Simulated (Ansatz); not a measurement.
# KTaO3 and the effect of the choice of potentials or basis

```yaml
crystal:
  lattice:
    - [3.98830, 0.00000, 0.00000]
    - [0.00000, 3.98830, 0.00000]
    - [0.00000, 0.00000, 3.98830]
  atoms:
    - { symbol: Ta, position: [0.00000, 0.00000, 0.00000] }
    - { symbol: K, position: [0.50000, 0.50000, 0.50000] }
    - { symbol: O, position: [0.00000, 0.00000, 0.50000] }
    - { symbol: O, position: [0.00000, 0.50000, 0.00000] }
    - { symbol: O, position: [0.50000, 0.00000, 0.00000] }
```

The cell comes from a database or a generator and needn't be the form met in nature.

Kept alike: task single point; functional PBE; k mesh 7 × 7 × 7; occupations fermi-dirac, width 0.05 eV; no spin polarisation. Program: Ansatz. Cutoffs run from 420 to 1796 eV. The mesh is that of the run's cell of 5 atoms. No spin-orbit coupling.

| choice of potentials or basis | pressure (GPa) |
| --- | --- |
| Ansatz NC | 5.53 |
| Ansatz PAW | 5.41 |
| Ansatz PAW (files of its older set among them) | 5.52 |
| JTH PAW | 5.86 |
| PseudoDojo standard (PBE files) | 4.38 |
| PseudoDojo stringent (PBE files) | 4.88 |
| SPMS NC | 4.58 |

Pressure is positive in compression, with a Pulay correction for the finite cutoff.

Task: What does the choice of potentials or basis change here?

Result: The pressure runs from 4.38 (PseudoDojo standard (PBE files)) to 5.86 GPa (JTH PAW).
